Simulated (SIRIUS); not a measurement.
# Al (Fm-3m) in SIRIUS: a series of runs, part 3 of 3

SIRIUS 7.12.0. Earlier steps stand in the parts before.

### Step 10. Band structure, PBE, non-collinear spin, ferromagnetic start, spin-orbit coupling

Contents of sirius.json:

```json
{
  "control": {
    "processing_unit": "cpu",
    "std_evp_solver_name": "lapack",
    "gen_evp_solver_name": "lapack",
    "verbosity": 2,
    "print_forces": true,
    "ortho_rf": true,
    "use_second_variation": true,
    "rmt_max": 3.0,
    "num_bands_to_print": 15,
    "save_wf": true
  },
  "parameters": {
    "electronic_structure_method": "full_potential_lapwlo",
    "xc_functionals": ["XC_GGA_X_PBE", "XC_GGA_C_PBE"],
    "core_relativity": "dirac",
    "valence_relativity": "iora",
    "num_fv_states": 15,
    "smearing": "fermi_dirac",
    "smearing_width": 0.0007349864,
    "pw_cutoff": 20,
    "gk_cutoff": 3.41,
    "lmax_apw": 10,
    "lmax_rho": 8,
    "lmax_pot": 8,
    "num_mag_dims": 3,
    "auto_rmt": 0,
    "ngridk": [11, 11, 11],
    "shiftk": [0, 0, 0],
    "num_dft_iter": 80,
    "energy_tol": 1e-07,
    "density_tol": 1e-05,
    "use_symmetry": true,
    "so_correction": true
  },
  "settings": {"tol_ne": 1e-10},
  "iterative_solver": {"type": "exact"},
  "mixer": {"type": "anderson", "beta": 0.4, "max_history": 8},
  "unit_cell": {
    "lattice_vectors": [[0.0, 3.8263269058, 3.8263269058], [3.8263269058, 0.0, 3.8263269058], [3.8263269058, 3.8263269058, 0.0]],
    "atom_types": ["Al"],
    "atom_files": {"Al": "Al.json"},
    "atoms": {"Al": [[0.0, 0.0, 0.0, 0.0, 0.0, 0.5]]}
  }
}
```

Contents of Al.json:

```json
{
  "name": "aluminium",
  "symbol": "Al",
  "number": 13,
  "mass": 26.9815386,
  "rmin": 1e-06,
  "rmt": 2.29,
  "nrmt": 800,
  "rinf": 20.43,
  "core": "1s",
  "valence": [
    {"basis": [{"enu": 0.05, "dme": 0, "n": 0, "auto": 0}, {"enu": 0.05, "dme": 1, "n": 0, "auto": 0}]},
    {"l": 0, "n": 1, "basis": [{"enu": 0.1073, "dme": 0, "n": 0, "auto": 0}]},
    {"l": 1, "n": 2, "basis": [{"enu": 0.15, "dme": 0, "n": 0, "auto": 0}]},
    {"l": 2, "n": 3, "basis": [{"enu": 0.15, "dme": 0, "n": 0, "auto": 0}]},
    {"l": 3, "n": 4, "basis": [{"enu": 0.15, "dme": 0, "n": 0, "auto": 0}]}
  ],
  "lo": [
    {
      "l": 0,
      "basis": [{"enu": 0.1073, "dme": 0, "n": 0, "auto": 0}, {"enu": 0.1073, "dme": 1, "n": 0, "auto": 0}]
    },
    {
      "l": 0,
      "basis": [{"enu": -3.695, "dme": 0, "n": 2, "auto": 1}, {"enu": -3.695, "dme": 1, "n": 2, "auto": 1}]
    },
    {
      "l": 0,
      "basis": [{"enu": -3.695, "dme": 1, "n": 2, "auto": 1}, {"enu": 0.1073, "dme": 0, "n": 0, "auto": 0}]
    },
    {
      "l": 0,
      "basis": [{"enu": 0.1073, "dme": 0, "n": 0, "auto": 0}, {"enu": 3.1584, "dme": 0, "n": 0, "auto": 0}]
    },
    {"l": 1, "basis": [{"enu": 0.15, "dme": 0, "n": 0, "auto": 0}, {"enu": 0.15, "dme": 1, "n": 0, "auto": 0}]},
    {
      "l": 1,
      "basis": [{"enu": -2.3097, "dme": 0, "n": 2, "auto": 1}, {"enu": -2.3097, "dme": 1, "n": 2, "auto": 1}]
    },
    {
      "l": 1,
      "basis": [{"enu": -2.3097, "dme": 1, "n": 2, "auto": 1}, {"enu": 0.15, "dme": 0, "n": 0, "auto": 0}]
    },
    {"l": 1, "basis": [{"enu": 0.15, "dme": 0, "n": 0, "auto": 0}, {"enu": 3.6587, "dme": 0, "n": 0, "auto": 0}]},
    {"l": 2, "basis": [{"enu": 0.15, "dme": 0, "n": 0, "auto": 0}, {"enu": 0.15, "dme": 1, "n": 0, "auto": 0}]},
    {"l": 2, "basis": [{"enu": 0.15, "dme": 1, "n": 0, "auto": 0}, {"enu": 0.15, "dme": 2, "n": 0, "auto": 0}]},
    {"l": 2, "basis": [{"enu": 0.15, "dme": 0, "n": 0, "auto": 0}, {"enu": 3.1248, "dme": 0, "n": 0, "auto": 0}]},
    {"l": 3, "basis": [{"enu": 0.15, "dme": 0, "n": 0, "auto": 0}, {"enu": 0.15, "dme": 1, "n": 0, "auto": 0}]}
  ],
  "free_atom": [... radial grid and density of the free atom, the start of the SCF ...]
}
```

Contents of sirius_start.json:

```json
{
  "control": {
    "processing_unit": "cpu",
    "std_evp_solver_name": "lapack",
    "gen_evp_solver_name": "lapack",
    "verbosity": 1,
    "print_forces": false,
    "ortho_rf": true,
    "use_second_variation": true,
    "rmt_max": 3.0,
    "num_bands_to_print": 15,
    "save_wf": false
  },
  "parameters": {
    "electronic_structure_method": "full_potential_lapwlo",
    "xc_functionals": ["XC_LDA_X", "XC_LDA_C_PW"],
    "core_relativity": "dirac",
    "valence_relativity": "iora",
    "num_fv_states": 15,
    "smearing": "fermi_dirac",
    "smearing_width": 0.0055123983,
    "pw_cutoff": 20,
    "gk_cutoff": 2.72,
    "lmax_apw": 10,
    "lmax_rho": 8,
    "lmax_pot": 8,
    "num_mag_dims": 3,
    "auto_rmt": 0,
    "ngridk": [4, 4, 4],
    "shiftk": [0, 0, 0],
    "num_dft_iter": 30,
    "energy_tol": 0.01,
    "density_tol": 0.05,
    "use_symmetry": true,
    "so_correction": true
  },
  "settings": {"tol_ne": 1e-10},
  "iterative_solver": {"type": "exact"},
  "mixer": {"type": "anderson", "beta": 0.4, "max_history": 8},
  "unit_cell": {
    "lattice_vectors": [[0.0, 3.8263269058, 3.8263269058], [3.8263269058, 0.0, 3.8263269058], [3.8263269058, 3.8263269058, 0.0]],
    "atom_types": ["Al"],
    "atom_files": {"Al": "Al.json"},
    "atoms": {"Al": [[0.0, 0.0, 0.0, 0.0, 0.0, 0.5]]}
  }
}
```

Contents of sirius_bands.json:

```json
{
  "control": {
    "processing_unit": "cpu",
    "std_evp_solver_name": "lapack",
    "gen_evp_solver_name": "lapack",
    "verbosity": 2,
    "print_forces": true,
    "ortho_rf": true,
    "use_second_variation": true,
    "rmt_max": 3.0,
    "num_bands_to_print": 15,
    "save_wf": true
  },
  "parameters": {
    "electronic_structure_method": "full_potential_lapwlo",
    "xc_functionals": ["XC_GGA_X_PBE", "XC_GGA_C_PBE"],
    "core_relativity": "dirac",
    "valence_relativity": "iora",
    "num_fv_states": 15,
    "smearing": "fermi_dirac",
    "smearing_width": 0.0007349864,
    "pw_cutoff": 20,
    "gk_cutoff": 3.41,
    "lmax_apw": 10,
    "lmax_rho": 8,
    "lmax_pot": 8,
    "num_mag_dims": 3,
    "auto_rmt": 0,
    "ngridk": [11, 11, 11],
    "shiftk": [0, 0, 0],
    "num_dft_iter": 80,
    "energy_tol": 1e-07,
    "density_tol": 1e-05,
    "use_symmetry": true,
    "so_correction": true
  },
  "settings": {"tol_ne": 1e-10},
  "iterative_solver": {"type": "exact"},
  "mixer": {"type": "anderson", "beta": 0.4, "max_history": 8},
  "unit_cell": {
    "lattice_vectors": [[0.0, 3.8263269058, 3.8263269058], [3.8263269058, 0.0, 3.8263269058], [3.8263269058, 3.8263269058, 0.0]],
    "atom_types": ["Al"],
    "atom_files": {"Al": "Al.json"},
    "atoms": {"Al": [[0.0, 0.0, 0.0, 0.0, 0.0, 0.5]]}
  },
  "kpoints_rel": {
    "G": [0.0, 0.0, 0.0],
    "K": [0.375, 0.375, 0.75],
    "L": [0.5, 0.5, 0.5],
    "U": [0.625, 0.25, 0.625],
    "W": [0.5, 0.25, 0.75],
    "X": [0.5, 0.0, 0.5]
  },
  "kpoints_path": ["G", "X", "W", "K", "G", "L", "U", "W", "L", "K"]
}
```

Potentials or basis: all-electron FP-LAPW, apw+lo standard.

Launch:

```bash
$ OMP_NUM_THREADS=1 sirius.scf --input=sirius_start.json --output=start.json
$ OMP_NUM_THREADS=1 sirius.scf --input=sirius.json --output=output.json --task=1
$ OMP_NUM_THREADS=1 sirius.scf --input=sirius_bands.json --output=bands_out.json --task=2
```

Wall time 55 s (1 thread of Arm Neoverse V1, shared host); peak memory 0.87 GiB.

It converged, with:

| Property | Result |
| --- | --- |
| Band gap along the path | none (metal or under the smearing width) |
| Net moment | 0.00 μB per cell |
| All electrons inside the program's atomic spheres | Al 11.38 (radii Al 2.29 bohr) |

Levels at the corners of the path, in eV from the Fermi level:
```
point  band 9  band 10  band 11  band 12  band 13  band 14  band 15  band 16  band 17
    Γ  -11.11   -11.11    12.56    12.56    12.56    12.56    12.56    12.56    13.99
    X   -2.93    -2.93    -1.62    -1.62     5.24     5.24     5.53     5.53     5.56
    W   -0.87    -0.87    -0.85    -0.85     0.16     0.16     1.05     1.05    15.73
    K   -1.89    -1.89    -1.37    -1.37    -0.43    -0.43     6.51     6.51     8.15
    Γ  -11.11   -11.11    12.56    12.56    12.56    12.56    12.56    12.56    13.99
    L   -4.59    -4.59    -4.39    -4.39    11.31    11.31    11.34    11.34    11.41
    U   -1.89    -1.89    -1.37    -1.37    -0.43    -0.43     6.51     6.51     8.15
    W   -0.87    -0.87    -0.85    -0.85     0.16     0.16     1.05     1.05    15.73
    L   -4.59    -4.59    -4.39    -4.39    11.31    11.31    11.34    11.34    11.41
    K   -1.89    -1.89    -1.37    -1.37    -0.43    -0.43     6.51     6.51     8.15
```

Moments on the atoms (μB; x, y, z):
```
Al  0.00 0.00 0.00
```

Caveat: spin-orbit coupling enters by second variation, whose total energy isn't converged in the number of states and isn't listed, and the forces lack its term; few first-variational states were used for spin-orbit coupling, so levels can be off by a tenth of an eV or more.

### Step 11. The reference run

An earlier run on the cell as given: functional PBE; potentials or basis all-electron FP-LAPW; cutoff 158 eV; basis apw+lo standard; k mesh 11 × 11 × 11; occupations fermi-dirac, width 0.05 eV; no spin polarisation.

- Band gap on the k mesh: none (metal or under the smearing width)
- All electrons inside the program's atomic spheres: Al 11.38 (radii Al 2.29 bohr)

### Step 12. Against experiment

Step 9. A measured bulk modulus of Al is 76.9 GPa (quoted in “The interpretation of polycrystalline coherent inelastic neutron scattering from aluminium”, 2013, pmc:3831299); the calculated 84 GPa misses it by +9.0 %. The fit is for a static lattice scaled at fixed shape and fixed fractional positions. The cell as given is a measured one (16.60 Å³/atom); LDA puts the equilibrium volume -4.4 % from it, thermal expansion not counted.
